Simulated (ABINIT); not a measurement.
GaN: equation of state with PBE

Crystal: GaN.

```xyz
2
Lattice="0.0000 2.2535 2.2535 2.2535 0.0000 2.2535 2.2535 2.2535 0.0000" Properties=species:S:1:pos:R:3 pbc="T T T"
Ga    0.0000    0.0000    0.0000
N     1.1268    1.1268    1.1268
```

The cell is a database's computed one.

```yaml
Program: ABINIT 10.8.3 (patched build)
Task: equation of state
Functional: PBE
Potentials_or_basis: JTH PAW PBE v2.0
Cutoff: 707 eV
k_mesh: 10 × 10 × 10
Occupations: fermi-dirac, width 0.05 eV
Spin: no spin polarisation
```

```
Equilibrium volume                      : 11.80 Å³/atom
Bulk modulus                            : 172 GPa
Pressure derivative of the bulk modulus : 4.3
```

Energy against volume, from the lowest point:
```csv
volume (Å³/atom),energy (meV/atom)
10.757,58.16
10.986,34.03
11.215,16.76
11.444,5.75
11.673,0.34
11.902,0.00
12.131,4.20
```

It took 2.1 min on 1 thread of Arm Neoverse V1, with other jobs on the host, peak memory 0.15 GiB.

Caveat: pressures at fixed basis lie under the slope of the energies.
